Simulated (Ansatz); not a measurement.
As:

```
As
1.0
     2.70368    0.00000    0.00000
     0.00000    2.70368    0.00000
     0.00000    0.00000    2.70368
As
1
Direct
  0.50000 0.50000 0.50000
```

This isn't the form of As at room conditions, which is rhombohedral.

* Program: Ansatz 0.2.0
* Task: relaxation of cell and atoms
* Functional: revPBE
* Potentials or basis: Ansatz PAW
* Cutoff: 420 eV (not typed: the program's choice for these potentials)
* k mesh: 10 × 10 × 10
* Occupations: fermi-dirac, width 0.05 eV
* Spin: no spin polarisation

At the start: volume 19.76 Å³/atom.

How do energy, volume and symmetry change on relaxing?

It ends after 5 steps and the volume is 20.57 Å³/atom (+4.1 %); space group Pm-3m (No. 221, to 0.05 Å).

The path:
| step | energy change (eV) | largest force (eV/Å) | volume (Å³) |
| --- | --- | --- | --- |
| 1 | 0.0000 | 0.0000 | 19.76 |
| 2 | -0.0072 | 0.0000 | 20.85 |
| 3 | -0.0081 | 0.0000 | 20.59 |
| 4 | -0.0081 | 0.0000 | 20.57 |
| 5 | -0.0082 | 0.0000 | 20.57 |

Final structure:
```yaml
crystal:
  lattice:
    - [2.74011, 0.00000, 0.00000]
    - [0.00000, 2.74011, 0.00000]
    - [0.00000, 0.00000, 2.74011]
  atoms:
    - { symbol: As, position: [0.50000, 0.50000, 0.50000] }
```

Caveat: the plane-wave basis is chosen anew once the cell has moved, so the energies of steps on either side of that aren't comparable; the PAW data sets come from PBE, with cores solved anew for the run's functional, which leaves a small shift of forces and pressure.
